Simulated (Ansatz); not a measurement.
CaSe:

```
Se Ca
1.0
     0.00000    2.95600    2.95600
     2.95600    0.00000    2.95600
     2.95600    2.95600    0.00000
Se Ca
1 1
Direct
  0.50000 0.50000 0.50000
  0.00000 0.00000 0.00000
```

| Property | Result |
| --- | --- |
| Program | Ansatz 0.2.0 |
| Task | relaxation of cell and atoms |
| Functional | PBE |
| Potentials or basis | all-electron LAPW, scalar-relativistic |
| Basis error allowed | 0.001 eV/atom |
| k mesh | 8 × 8 × 8 |
| Occupations | fermi-dirac, width 0.05 eV |
| Spin | no spin polarisation |

At the start: volume 25.83 Å³/atom.

Q: How do energy, volume and symmetry change on relaxing?

A: Over 4 steps the energy falls by 2.2 meV/atom and the volume is 26.45 Å³/atom (+2.4 %); space group Fm-3m (No. 225, to 0.05 Å).

The path:
| step | energy change (eV) | largest force (eV/Å) | volume (Å³) |
| --- | --- | --- | --- |
| 1 | 0.0000 | 0.0000 | 51.66 |
| 2 | -0.0038 | 0.0000 | 53.33 |
| 3 | -0.0043 | 0.0000 | 52.89 |
| 4 | -0.0043 | 0.0000 | 52.89 |

Final structure:
```xyz
2
Lattice="0.0000 2.9793 2.9793 2.9793 0.0000 2.9793 2.9793 2.9793 0.0000" Properties=species:S:1:pos:R:3 pbc="T T T"
Se    2.9793    2.9793    2.9793
Ca    0.0000    0.0000    0.0000
```
